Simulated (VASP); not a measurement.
# BP in VASP: how settings move the r2SCAN single point

Aim: see what changed inputs do to the r2SCAN single point of BP built on the rocksalt prototype. This is a trial cell built on a prototype, not taken from a measured structure, and it needn't be the compound's ground state.

Code: VASP 6.6.1. PAW datasets, plane waves. No spin polarisation. The prototype was imposed, so other structures may be more stable.

## (1) The cell

The cell comes from an earlier relaxation with r2SCAN in another program.

The symmetry is Fm-3m (No. 225, cubic); a = 4.311 Å in the conventional setting, 10.01 Å³ an atom. Around B lie 6 P at 2.16 Å; around P lie 6 B at 2.16 Å.

Coordinates:

```
CELL_PARAMETERS angstrom
0.00000 2.15542 2.15542
2.15542 0.00000 2.15542
2.15542 2.15542 0.00000
ATOMIC_POSITIONS crystal
B 0.00000 0.00000 0.00000
P 0.50000 0.50000 0.50000
```

## (2) Baseline

INCAR reads:

```
ENCUT = 520.000000
SIGMA = 0.020000
EDIFF = 1.00e-07
ALGO = Normal
METAGGA = R2SCAN
PREC = Accurate
IBRION = -1
ISIF = 2
ISMEAR = -1
NBANDS = 11
NELM = 120
NSW = 0
LASPH = .TRUE.
LCHARG = .FALSE.
LWAVE = .FALSE.
LREAL = .FALSE.
```

KPOINTS reads:

```
KPOINTS created by Atomic Simulation Environment
0
Gamma
10 10 10
0 0 0
```

POSCAR reads:

```
B  P
 1.0000000000000000
    -0.0000000000000000    2.1554244784631185    2.1554244784631185
     2.1554244784631185   -0.0000000000000000    2.1554244784631185
     2.1554244784631185    2.1554244784631185   -0.0000000000000000
 B   P
   1   1
Cartesian
 -0.0000000000000000  0.0000000000000000  0.0000000000000000
  2.1554244784631185  2.1554244784631185  2.1554244784631185
```

A file KPOINTS_OPT adds named points for the levels; it doesn't enter the self-consistent loop.

Potentials: the recommended PBE PAW datasets, 8 valence electrons.

Command:

```
$ mpirun -np 1 vasp_std
```

The closing lines of the self-consistent loop in OSZICAR:

```text
DAV:  10    -0.148548264863E+02   -0.10313E-04   -0.10340E-05  1160   0.318E-02    0.936E-03
DAV:  11    -0.148548263019E+02    0.18440E-06   -0.35388E-07  1234   0.503E-03    0.919E-04
DAV:  12    -0.148548263330E+02   -0.31088E-07   -0.13360E-08   598   0.115E-03
   1 F= -.14854826E+02 E0= -.14853468E+02  d E =-.271730E-02
```

It took 25 s on 1 MPI rank of Intel Xeon Platinum 8488C, shared host; peak memory 0.15 GiB.

Values of the reference: energy (σ→0) -14.8535 eV, pressure -0.35 GPa, gap on the mesh -4.17 eV.

## (3) Altered input 1

INCAR reads:

```
ENCUT = 520.000000
EDIFF = 1.00e-07
ALGO = Normal
METAGGA = R2SCAN
PREC = Accurate
IBRION = -1
ISIF = 2
NBANDS = 11
NSW = 0
LASPH = .TRUE.
LCHARG = .FALSE.
LWAVE = .FALSE.
LREAL = .FALSE.
NELECT = 7.5
ISMEAR = 0
SIGMA = 0.005
NELM = 58
```

KPOINTS is that of step 2.

POSCAR is that of step 2.

Command:

```
$ mpirun -np 1 vasp_std
```

Standard output, without the iteration lines:

```text
POSCAR found type information on POSCAR B P
 POSCAR found :  2 types and       2 ions
 -----------------------------------------------------------------------------
|                                                                             |
|                                                                             |
|     You enforced a specific xc type in the INCAR file but a different       |
|     I HOPE YOU KNOW WHAT YOU ARE DOING!                                     |
|                                                                             |
 -----------------------------------------------------------------------------

 LDA part: xc-table for (None), standard interpolation
 POSCAR, INCAR and KPOINTS ok, starting setup
 FFT: planning ... GRIDC
 FFT: planning ... GRID_SOFT
 FFT: planning ... GRID
 WAVECAR not read
 entering main loop
 the old and the new charge density differ
    0.671E+00
```

OSZICAR:

```text
N       E                     dE             d eps       ncg     rms          rms(c)
DAV:   1    -0.180470654533E+01   -0.18047E+01   -0.34727E+03  1042   0.573E+02
DAV:   2    -0.203465803143E+02   -0.18542E+02   -0.17934E+02  1342   0.101E+02
DAV:   3    -0.208750856722E+02   -0.52851E+00   -0.52694E+00  1300   0.144E+01
DAV:   4    -0.208767313388E+02   -0.16457E-02   -0.16455E-02  1217   0.893E-01
DAV:   5    -0.208767359158E+02   -0.45769E-05   -0.45777E-05  1237   0.463E-02    0.671E+00
DAV:   6    -0.195755637140E+02    0.13012E+01   -0.42538E-01  1094   0.343E+00    0.358E+00
DAV:   7    -0.195937729871E+02   -0.18209E-01   -0.59823E-02  1279   0.131E+00    0.104E+00
DAV:   8    -0.195971771100E+02   -0.34041E-02   -0.25264E-03  1103   0.442E-01    0.919E-02
DAV:   9    -0.195973303821E+02   -0.15327E-03   -0.12209E-04  1315   0.961E-02    0.586E-02
DAV:  10    -0.195973592810E+02   -0.28899E-04   -0.25279E-05  1133   0.463E-02    0.140E-02
DAV:  11    -0.195973594579E+02   -0.17693E-06   -0.53184E-07  1261   0.432E-03    0.124E-03
DAV:  12    -0.195973593084E+02    0.14954E-06   -0.13416E-08   616   0.974E-04    0.794E-04
DAV:  13    -0.195973592201E+02    0.88273E-07   -0.27136E-09   571   0.319E-04
   1 F= -.19597359E+02 E0= -.19597328E+02  d E =-.628468E-04
```

Parts of OUTCAR:

```text
k-points           NKPTS =     47   k-points in BZ     NKDIM =     47   number of bands    NBANDS=     11

   NELECT =       7.5000    total number of electrons

   dimension x,y,z NGX =    24 NGY =   24 NGZ =   24
   dimension x,y,z NGXF=    48 NGYF=   48 NGZF=   48

  energy-cutoff  :      520.00
  volume of cell :       20.03
      direct lattice vectors                 reciprocal lattice vectors
     0.000000000  2.155424478  2.155424478    -0.231972869  0.231972869  0.231972869
     2.155424478  0.000000000  2.155424478     0.231972869 -0.231972869  0.231972869
     2.155424478  2.155424478  0.000000000     0.231972869  0.231972869 -0.231972869

 k-points in reciprocal lattice and weights: KPOINTS created by Atomic Simulation Env
   0.00000000  0.00000000  0.00000000       0.001
   0.10000000  0.00000000  0.00000000       0.008
   0.20000000  0.00000000  0.00000000       0.008
   0.30000000  0.00000000  0.00000000       0.008
   0.40000000  0.00000000  0.00000000       0.008
   0.50000000  0.00000000  0.00000000       0.004
   0.10000000  0.10000000  0.00000000       0.006
   0.20000000  0.10000000  0.00000000       0.024
[... 39 more k-points ...]

 E-fermi :   9.3285

 k-point     1 :       0.0000    0.0000    0.0000
  band No.  band energies     occupation
      1      -7.9178      2.00000
      2       9.9290      0.00000
      3       9.9290      0.00000
      4       9.9290      0.00000
      5      17.0389      0.00000
      6      18.4351      0.00000
      7      18.4351      0.00000
      8      18.4351      0.00000
      9      19.2179      0.00000
     10      19.2179      0.00000
     11      19.2179      0.00000

 k-point     2 :       0.1000    0.0000    0.0000
  band No.  band energies     occupation
      1      -7.6919      2.00000
      2       8.5747      2.00000
      3       9.8664      0.00000
      4       9.8664      0.00000
      5      17.1997      0.00000
      6      17.6358      0.00000
      7      17.6358      0.00000
      8      18.8788      0.00000
      9      18.9555      0.00000
     10      18.9555      0.00000
     11      19.1648      0.00000

 k-point     3 :       0.2000    0.0000    0.0000
  band No.  band energies     occupation
      1      -7.0178      2.00000
      2       5.8573      2.00000
      3       9.7760      0.00000
      4       9.7760      0.00000
      5      15.4410      0.00000
      6      15.4410      0.00000
      7      16.7156      0.00000
      8      18.5887      0.00000
      9      20.4090      0.00000
     10      20.4090      0.00000
     11      20.9089      0.00000

 k-point     4 :       0.3000    0.0000    0.0000
  band No.  band energies     occupation
      1      -5.9090      2.00000
      2       2.9709      2.00000
      3       9.8351      0.00000
      4       9.8351      0.00000
      5      13.5457      0.00000
      6      13.5457      0.00000
      7      16.1733      0.00000
      8      18.1101      0.00000
      9      22.5706      0.00000
     10      22.5706      0.00000
     11      23.0911      0.00000

[... the tables of k-points 5 to 47 left out ...]

  Total       -6.8891751     -6.8891751     -6.8891751     -0.0000000     -0.0000000      0.0000000
  in kB     -551.1240682   -551.1240682   -551.1240682     -0.0000000     -0.0000000      0.0000000
  external PRESSURE =    -551.1240682 kB  Pullay stress =       0.0000000 kB

 POSITION                                       TOTAL-FORCE (eV/Angst)
 -----------------------------------------------------------------------------------
      0.00000      0.00000      0.00000        -0.000000     -0.000000      0.000000
      2.15542      2.15542      2.15542         0.000000      0.000000      0.000000
 -----------------------------------------------------------------------------------
    total drift:                                0.000000     -0.000000     -0.000000

  FREE ENERGIE OF THE ION-ELECTRON SYSTEM (eV)
  ---------------------------------------------------
  free  energy   TOTEN  =       -19.5973592201 eV

  energy  without entropy=      -19.5972963733  energy(sigma->0) =      -19.59732780
```

Run time: 27 s. Hardware: 1 MPI rank of Intel Xeon Platinum 8488C, shared host; peak memory 0.14 GiB.

Changed: NELECT = 7.5, ISMEAR = 0, SIGMA = 0.005, NELM = 58. VASP runs to the end. Its total energy is on another scale than the reference's; the pressure goes from -0.4 to -55.1 GPa. The pressure of a charged cell depends on the background and is no physical response. The cell is charged, with a uniform background to balance it.

## (4) Altered input 2

INCAR reads:

```
ENCUT = 520.000000
SIGMA = 0.020000
ALGO = Normal
PREC = Accurate
IBRION = -1
ISIF = 2
ISMEAR = -1
NBANDS = 11
NSW = 0
LASPH = .TRUE.
LCHARG = .FALSE.
LWAVE = .FALSE.
LREAL = .FALSE.
METAGGA = RTPSS
EDIFF = 1e-06
NELM = 92
```

KPOINTS is that of step 2.

POSCAR is that of step 2.

Command:

```
$ mpirun -np 1 vasp_std
```

Standard output, without the iteration lines:

```text
POSCAR found type information on POSCAR B P
 POSCAR found :  2 types and       2 ions
 -----------------------------------------------------------------------------
|                                                                             |
|                                                                             |
|     You enforced a specific xc type in the INCAR file but a different       |
|     I HOPE YOU KNOW WHAT YOU ARE DOING!                                     |
|                                                                             |
 -----------------------------------------------------------------------------

 LDA part: xc-table for (None), standard interpolation
 POSCAR, INCAR and KPOINTS ok, starting setup
 FFT: planning ... GRIDC
 FFT: planning ... GRID_SOFT
 FFT: planning ... GRID
 WAVECAR not read
 entering main loop
```

OSZICAR:

```text
N       E                     dE             d eps       ncg     rms          rms(c)
DAV:   1     0.124596658213E+02    0.12460E+02   -0.43406E+03  1034   0.727E+02
DAV:   2    -0.138733884141E+02   -0.26333E+02   -0.25361E+02  1473   0.147E+02
DAV:   3    -0.148546635898E+02   -0.98128E+00   -0.95635E+00  1447   0.224E+01
DAV:   4    -0.148639035080E+02   -0.92399E-02   -0.92195E-02  1397   0.253E+00
DAV:   5    -0.148639534036E+02   -0.49896E-04   -0.49894E-04  1406   0.164E-01    0.804E+00
DAV:   6    -0.132263232608E+02    0.16376E+01   -0.11986E+01  1037   0.359E+01    0.440E+00
DAV:   7    -0.132094871322E+02    0.16836E-01   -0.15489E-01  1200   0.249E+00    0.141E+00
DAV:   8    -0.132063034200E+02    0.31837E-02   -0.40778E-03  1187   0.487E-01    0.677E-01
DAV:   9    -0.132058487440E+02    0.45468E-03   -0.14555E-03  1123   0.272E-01    0.702E-02
DAV:  10    -0.132058236885E+02    0.25055E-04   -0.88172E-05  1178   0.582E-02    0.722E-03
DAV:  11    -0.132058226784E+02    0.10102E-05   -0.16421E-06   951   0.793E-03    0.383E-03
DAV:  12    -0.132058218110E+02    0.86743E-06   -0.17602E-07   592   0.331E-03
   1 F= -.13205822E+02 E0= -.13204685E+02  d E =-.227296E-02
```

Parts of OUTCAR:

```text
k-points           NKPTS =     47   k-points in BZ     NKDIM =     47   number of bands    NBANDS=     11

   NELECT =       8.0000    total number of electrons

   dimension x,y,z NGX =    24 NGY =   24 NGZ =   24
   dimension x,y,z NGXF=    48 NGYF=   48 NGZF=   48

  energy-cutoff  :      520.00
  volume of cell :       20.03
      direct lattice vectors                 reciprocal lattice vectors
     0.000000000  2.155424478  2.155424478    -0.231972869  0.231972869  0.231972869
     2.155424478  0.000000000  2.155424478     0.231972869 -0.231972869  0.231972869
     2.155424478  2.155424478  0.000000000     0.231972869  0.231972869 -0.231972869

 k-points in reciprocal lattice and weights: KPOINTS created by Atomic Simulation Env
   0.00000000  0.00000000  0.00000000       0.001
   0.10000000  0.00000000  0.00000000       0.008
   0.20000000  0.00000000  0.00000000       0.008
   0.30000000  0.00000000  0.00000000       0.008
   0.40000000  0.00000000  0.00000000       0.008
   0.50000000  0.00000000  0.00000000       0.004
   0.10000000  0.10000000  0.00000000       0.006
   0.20000000  0.10000000  0.00000000       0.024
[... 39 more k-points ...]

 E-fermi :   9.7478

 k-point     1 :       0.0000    0.0000    0.0000
  band No.  band energies     occupation
      1      -7.3854      2.00000
      2       9.8546      0.00955
      3       9.8546      0.00955
      4       9.8546      0.00955
      5      16.5163      0.00000
      6      17.6488      0.00000
      7      17.6488      0.00000
      8      17.6488      0.00000
      9      18.6153      0.00000
     10      18.6153      0.00000
     11      18.6153      0.00000

 k-point     2 :       0.1000    0.0000    0.0000
  band No.  band energies     occupation
      1      -7.1691      2.00000
      2       8.5297      2.00000
      3       9.7868      0.24811
      4       9.7868      0.24811
      5      16.5844      0.00000
      6      17.1090      0.00000
      7      17.1090      0.00000
      8      18.0331      0.00000
      9      18.1509      0.00000
     10      18.1509      0.00000
     11      18.5126      0.00000

 k-point     3 :       0.2000    0.0000    0.0000
  band No.  band energies     occupation
      1      -6.5234      2.00000
      2       5.8895      2.00000
      3       9.6836      1.92214
      4       9.6836      1.92214
      5      15.0227      0.00000
      6      15.0227      0.00000
      7      15.9645      0.00000
      8      17.8787      0.00000
      9      19.5468      0.00000
     10      19.5468      0.00000
     11      19.9375      0.00000

 k-point     4 :       0.3000    0.0000    0.0000
  band No.  band energies     occupation
      1      -5.4618      2.00000
      2       3.1002      2.00000
      3       9.7231      1.54819
      4       9.7231      1.54819
      5      13.2236      0.00000
      6      13.2236      0.00000
      7      15.3818      0.00000
      8      17.3630      0.00000
      9      21.6115      0.00000
     10      21.6115      0.00000
     11      21.9458      0.00000

[... the tables of k-points 5 to 47 left out ...]

  Total       -0.5131838     -0.5131838     -0.5131838      0.0000000      0.0000000     -0.0000000
  in kB      -41.0539669    -41.0539669    -41.0539669      0.0000000      0.0000000     -0.0000000
  external PRESSURE =     -41.0539669 kB  Pullay stress =       0.0000000 kB

 POSITION                                       TOTAL-FORCE (eV/Angst)
 -----------------------------------------------------------------------------------
      0.00000      0.00000      0.00000         0.000000      0.000000      0.000000
      2.15542      2.15542      2.15542        -0.000000     -0.000000     -0.000000
 -----------------------------------------------------------------------------------
    total drift:                                0.000000     -0.000000     -0.000000

  FREE ENERGIE OF THE ION-ELECTRON SYSTEM (eV)
  ---------------------------------------------------
  free  energy   TOTEN  =       -13.2058218110 eV

  energy  without entropy=      -13.2035488505  energy(sigma->0) =      -13.20468533
```

Run time: 25 s. Hardware: 1 MPI rank of Intel Xeon Platinum 8488C, shared host; peak memory 0.14 GiB.

Changed: METAGGA = RTPSS, EDIFF = 1e-06, NELM = 92. VASP runs to the end. Its total energy is on another scale than the reference's; the pressure goes from -0.4 to -4.1 GPa, the gap on the mesh goes from -4.17 to -3.96 eV. The functional is now revTPSS, on datasets made with PBE.

## (5) All runs together

| run | changed | ending | energy change (meV/atom) | pressure (GPa) | gap on the mesh (eV; negative: overlap) | electronic steps | time | usable |
| --- | --- | --- | --- | --- | --- | --- | --- | --- |
| ref. | – | converged | 0 | -0.4 | -4.17 | 12 | 25 s | yes |
| 1 | NELECT = 7.5, ISMEAR = 0, SIGMA = 0.005, NELM = 58 | converged | – | -55.1 | – | 13 | 27 s | no |
| 2 | METAGGA = RTPSS, EDIFF = 1e-06, NELM = 92 | converged | – | -4.1 | -3.96 | 12 | 25 s | yes |

**Reading.** Of 2 altered inputs, 1 ended normally on a faulty or unsound input, 1 gave usable results.
